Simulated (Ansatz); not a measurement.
A crystal relaxed with r2SCAN in Ansatz 0.2.0 has space group R-3m:H (No. 166) and a = 2.961 Å, c = 59.240 Å.

```
atom  site       x       y       z
  Xx    6c  0.6667  0.3333  0.7090
  Xx    6c  0.0000  0.0000  0.7923
  Xx    6c  0.0000  0.0000  0.9154
  Xx    3b  0.6667  0.3333  0.8333
  Xx    3a  0.0000  0.0000  0.0000
   O    6c  0.3333  0.6667  0.8128
   O    6c  0.6667  0.3333  0.7718
   O    6c  0.3333  0.6667  0.9795
   O    6c  0.3333  0.6667  0.9358
```

With r2SCAN the valence top lies at k = (-0.042, 0, 0.031) and the conduction bottom at Γ, 4.99 eV higher; the smallest vertical gap, at Γ, is 5.00 eV. Least and direct gap differ so little that the kind isn't settled. The HSE06 gap is indirect, 5.84 eV (k = (-0.042, 0, 0.031) to Γ), below the direct gap of 5.85 eV at Γ. Least and direct gap differ so little that the kind isn't settled. The PBE gap is indirect, 4.17 eV (Γ–S₀ (0.10 of the way from Γ) to Γ), below the direct gap of 4.18 eV at Γ. Least and direct gap differ so little that the kind isn't settled. Meshes: r2SCAN 10×10×10, HSE06 6×6×6, PBE 10×10×10.

Task: Which element is Xx?
A. Zn
B. Sr
C. Ba
D. Mg

Result: D. Xx is Mg: a 16-atom cell of MgO (R-3m) from a materials database. Mg has 6 O at 2.14 Å; Mg has 6 O at 2.10 Å; O has 6 Mg at 2.10 Å; O has 6 Mg at 2.10–2.14 Å (further sites aren't listed).

The values are computed, spin-unpolarised, and not measurements.

Where an edge lies off the special points, it is a point of the mesh or the k point where a search put PBE's edge or least direct gap, reused for the other functionals, whose own edges may lie a little apart; PBE's own value is read along its path and can be a few hundredths of an eV high.

Coordinates of k points refer to the reciprocal vectors of the primitive cell of the runs.
